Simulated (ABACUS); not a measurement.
CaO:

```
Ca O
1.0
     0.00000    2.40356    2.40356
     2.40356    0.00000    2.40356
     2.40356    2.40356    0.00000
Ca O
1 1
Direct
  0.00000 0.00000 0.00000
  0.50000 0.50000 0.50000
```

The cell is a database's computed one.

Program: ABACUS 3.10.1. Alike in all runs: task single point; no spin polarisation; cell as given; smearing fermi-dirac 0.05 eV.

Task: Order these runs on this cell by their pressure, lowest first.
A. level PBE; potentials or basis GBRV ultrasoft 1.5 PBE, plane waves; k mesh 8 × 8 × 8; cutoff (eV) 544
B. level M06-L; potentials or basis SG15 ONCV 1.2 PBE, plane waves; k mesh 6 × 6 × 6; cutoff (eV) 1320
C. level LDA; potentials or basis PseudoDojo NC SR 0.4.1 LDA standard, plane waves; k mesh 8 × 8 × 8; cutoff (eV) 1143

Result: C (-7.2 GPa), B (-0.1 GPa), A (1.7 GPa).

Caveats: the potentials were made for another functional, which shifts forces and pressure (some runs).

Not every run made on this cell is shown here.
